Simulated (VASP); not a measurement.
# VASP 6.6.1, HSE06 single-point calculation, BP (zincblende)

INCAR, step 1 (PBE orbitals to start from)

```
LREAL = .FALSE.
GGA = PE
PREC = Accurate
ISMEAR = 0
LWAVE = .TRUE.
LCHARG = .FALSE.
NELM = 120
SIGMA = 0.01
NBANDS = 11
LASPH = .TRUE.
EDIFF = 1E-5
ENCUT = 520
```

INCAR, step 2

```
ALGO = Normal
ISIF = 2
NBANDS = 11
AEXX = 0.25
NSW = 0
SIGMA = 0.01
PREC = Accurate
IBRION = -1
LASPH = .TRUE.
LREAL = .FALSE.
PRECFOCK = Fast
LHFCALC = .TRUE.
ENCUT = 520
ISTART = 1
GGA = PE
LWAVE = .FALSE.
NELM = 120
LCHARG = .FALSE.
HFSCREEN = 0.2079
ISMEAR = 0
EDIFF = 1E-7
```

KPOINTS

```
KPOINTS created by Atomic Simulation Environment
0
Gamma
6 6 6
0 0 0
```

KPOINTS_OPT

```
special points
7
Reciprocal
0.0000000000 0.0000000000 0.0000000000 1
0.5000000000 0.0000000000 0.5000000000 1
0.5000000000 0.2500000000 0.7500000000 1
0.3750000000 0.3750000000 0.7500000000 1
0.5000000000 0.5000000000 0.5000000000 1
0.6250000000 0.2500000000 0.6250000000 1
0.0000000000 0.4000000000 0.4000000000 1
```

POSCAR

```
B  P
 1.0000000000000000
     0.0000000000000000    2.2683156661148307    2.2683156661148307
     2.2683156661148307    0.0000000000000000    2.2683156661148307
     2.2683156661148307    2.2683156661148307    0.0000000000000000
 B   P
   1   1
Cartesian
  0.0000000000000000 -0.0000000000000000 -0.0000000000000000
  1.1341578330574154  1.1341578330574154  1.1341578330574154
```

VASP ran with the recommended PBE PAW datasets (8 valence electrons in the cell).

Command

```
mpirun -np 1 vasp_std
```

From OUTCAR

```
k-points           NKPTS =     16   k-points in BZ     NKDIM =    216   number of bands    NBANDS=     11

   NELECT =       8.0000    total number of electrons

   dimension x,y,z NGX =    24 NGY =   24 NGZ =   24
   dimension x,y,z NGXF=    48 NGYF=   48 NGZF=   48

  energy-cutoff  :      520.00
  volume of cell :       23.34
      direct lattice vectors                 reciprocal lattice vectors
     0.000000000  2.268315666  2.268315666    -0.220427874  0.220427874  0.220427874
     2.268315666  0.000000000  2.268315666     0.220427874 -0.220427874  0.220427874
     2.268315666  2.268315666  0.000000000     0.220427874  0.220427874 -0.220427874

 k-points in reciprocal lattice and weights: KPOINTS created by Atomic Simulation Env
   0.00000000  0.00000000  0.00000000       0.005
   0.16666667  0.00000000  0.00000000       0.037
   0.33333333  0.00000000  0.00000000       0.037
   0.50000000  0.00000000  0.00000000       0.019
   0.16666667  0.16666667  0.00000000       0.028
   0.33333333  0.16666667  0.00000000       0.111
   0.50000000  0.16666667  0.00000000       0.111
  -0.33333333  0.16666667  0.00000000       0.111
   ...

 E-fermi :   7.0674

 k-point     1 :       0.0000    0.0000    0.0000
  band No.  band energies     occupation
      1     -10.0830      2.00000
      2       7.0182      2.00000
      3       7.0182      2.00000
      4       7.0182      2.00000
      5      11.3554      0.00000
      6      11.3554      0.00000
      7      11.3554      0.00000
      8      15.7205      0.00000
      9      19.6231      0.00000
     10      20.4703      0.00000
     11      20.4703      0.00000

 k-point     2 :       0.1667    0.0000    0.0000
  band No.  band energies     occupation
      1      -9.5359      2.00000
      2       3.9333      2.00000
      3       6.3089      2.00000
      4       6.3089      2.00000
      5      11.9970      0.00000
      6      12.3271      0.00000
      7      12.3271      0.00000
      8      17.0630      0.00000
      9      19.1837      0.00000
     10      19.1837      0.00000
     11      20.9687      0.00000

 k-point     3 :       0.3333    0.0000    0.0000
  band No.  band energies     occupation
      1      -7.9751      2.00000
      2      -0.4135      2.00000
      3       5.4130      2.00000
      4       5.4130      2.00000
      5      11.8817      0.00000
      6      12.9101      0.00000
      7      12.9101      0.00000
      8      18.4644      0.00000
      9      20.2433      0.00000
     10      20.2433      0.00000
     11      21.7618      0.00000

 k-point     4 :       0.5000    0.0000    0.0000
  band No.  band energies     occupation
      1      -6.4164      2.00000
      2      -2.9839      2.00000
      3       5.0844      2.00000
      4       5.0844      2.00000
      5      11.7622      0.00000
      6      12.7394      0.00000
      7      12.7394      0.00000
      8      18.3832      0.00000
      9      23.2238      0.00000
     10      23.2238      0.00000
     11      23.3090      0.00000

 k-point     5 :       0.1667    0.1667    0.0000
  band No.  band energies     occupation
      1      -9.3522      2.00000
      2       4.8907      2.00000
      3       5.1521      2.00000
      4       5.1521      2.00000
      5      10.2998      0.00000
      6      14.0010      0.00000
      7      14.0010      0.00000
      8      15.0387      0.00000
      9      19.0438      0.00000
     10      21.2385      0.00000
     11      21.7752      0.00000

 k-point     6 :       0.3333    0.1667    0.0000
  band No.  band energies     occupation
      1      -8.1144      2.00000
      2       1.1535      2.00000
      3       4.2586      2.00000
      4       4.2716      2.00000
      5      10.8238      0.00000
      6      14.2996      0.00000
      7      14.8008      0.00000
      8      15.1663      0.00000
      9      21.1171      0.00000
     10      22.0293      0.00000
     11      23.2061      0.00000

 k-point     7 :       0.5000    0.1667    0.0000
  band No.  band energies     occupation
      1      -6.2462      2.00000
      2      -2.2150      2.00000
      3       3.1001      2.00000
      4       4.1934      2.00000
      5      11.1966      0.00000
      6      14.4978      0.00000
      7      14.6211      0.00000
      8      17.2801      0.00000
      9      21.0147      0.00000
     10      23.2380      0.00000
     11      24.5882      0.00000

 k-point     8 :      -0.3333    0.1667    0.0000
  band No.  band energies     occupation
      1      -6.8563      2.00000
      2      -1.2745      2.00000
      3       2.6108      2.00000
      4       4.9436      2.00000
      5      11.9126      0.00000
      6      13.9633      0.00000
      7      14.4103      0.00000
      8      18.3024      0.00000
      9      19.2650      0.00000
     10      21.1625      0.00000
     11      24.8050      0.00000

 k-point     9 :      -0.1667    0.1667    0.0000
  band No.  band energies     occupation
      1      -8.6423      2.00000
      2       2.2609      2.00000
      3       3.3822      2.00000
      4       6.1024      2.00000
      5      12.6887      0.00000
      6      12.8309      0.00000
      7      13.8076      0.00000
      8      16.5949      0.00000
      9      17.6214      0.00000
     10      21.7143      0.00000
     11      23.0725      0.00000

 k-point    10 :       0.3333    0.3333    0.0000
  band No.  band energies     occupation
      1      -7.2279      2.00000
      2       0.8018      2.00000
      3       3.1892      2.00000
      4       3.1892      2.00000
      5       9.1408      0.00000
      6      11.1749      0.00000
      7      18.0932      0.00000
      8      18.0932      0.00000
      9      22.3112      0.00000
     10      23.3990      0.00000
     11      25.7819      0.00000

 k-point    11 :       0.5000    0.3333    0.0000
  band No.  band energies     occupation
      1      -5.5389      2.00000
      2      -1.3924      2.00000
      3       1.3664      2.00000
      4       2.9655      2.00000
      5       9.7100      0.00000
      6      12.0940      0.00000
      7      18.4847      0.00000
      8      18.7264      0.00000
      9      22.4340      0.00000
     10      23.7180      0.00000
     11      26.4180      0.00000

 k-point    12 :      -0.3333    0.3333    0.0000
  band No.  band energies     occupation
      1      -5.1884      2.00000
      2      -1.7041      2.00000
      3       0.0894      2.00000
      4       3.6633      2.00000
      5      10.4851      0.00000
      6      16.4531      0.00000
      7      16.9671      0.00000
      8      18.2485      0.00000
      9      18.8388      0.00000
     10      20.0518      0.00000
     11      27.4520      0.00000

 k-point    13 :       0.5000    0.5000    0.0000
  band No.  band energies     occupation
      1      -4.6864      2.00000
      2      -2.5591      2.00000
      3       2.4910      2.00000
      4       2.4910      2.00000
      5       9.0773      0.00000
      6       9.4256      0.00000
      7      20.8572      0.00000
      8      20.8572      0.00000
      9      23.9930      0.00000
     10      25.4490      0.00000
     11      26.5961      0.00000

 k-point    14 :       0.5000    0.3333    0.1667
  band No.  band energies     occupation
      1      -6.6217      2.00000
      2      -0.2260      2.00000
      3       1.5485      2.00000
      4       3.4639      2.00000
      5      11.9692      0.00000
      6      13.5149      0.00000
      7      14.6878      0.00000
      8      17.9637      0.00000
      9      21.2811      0.00000
     10      22.0584      0.00000
     11      26.4852      0.00000

 k-point    15 :      -0.3333    0.3333    0.1667
  band No.  band energies     occupation
      1      -5.1682      2.00000
      2      -2.0003      2.00000
      3       0.9839      2.00000
      4       2.6860      2.00000
      5      12.4756      0.00000
      6      13.7880      0.00000
      7      16.9614      0.00000
      8      17.5321      0.00000
      9      18.9000      0.00000
     10      23.4818      0.00000
     11      26.2896      0.00000

 k-point    16 :      -0.3333    0.5000    0.1667
  band No.  band energies     occupation
      1      -4.4662      2.00000
      2      -2.1718      2.00000
      3       1.2268      2.00000
      4       1.3619      2.00000
      5      11.7543      0.00000
      6      12.4019      0.00000
      7      17.5408      0.00000
      8      18.2005      0.00000
      9      21.5842      0.00000
     10      24.9087      0.00000
     11      25.1968      0.00000

  Total       -0.2741323     -0.2741323     -0.2741323     -0.0000000     -0.0000000      0.0000000
  in kB      -18.8161327    -18.8161327    -18.8161327     -0.0000000     -0.0000000      0.0000000
  external PRESSURE =     -18.8161327 kB  Pullay stress =       0.0000000 kB

 POSITION                                       TOTAL-FORCE (eV/Angst)
 -----------------------------------------------------------------------------------
      0.00000      0.00000      0.00000        -0.000000     -0.000000     -0.000000
      1.13416      1.13416      1.13416         0.000000      0.000000      0.000000
 -----------------------------------------------------------------------------------
    total drift:                                0.000000      0.000000      0.000000

  FREE ENERGIE OF THE ION-ELECTRON SYSTEM (eV)
  ---------------------------------------------------
  free  energy   TOTEN  =       -14.8243704406 eV

  energy  without entropy=      -14.8243704406  energy(sigma->0) =      -14.82437044
```

- gap between bands v and c: 1.97 eV
- least direct gap: 4.34 eV
- pressure: -1.9 GPa

Band v is the last that the valence electrons fill when counted band by band, and c is the next.

The run (its last step) took about 91 s on one core of a shared host (Intel Xeon 6975P-C) and held 0.25 GiB at most.
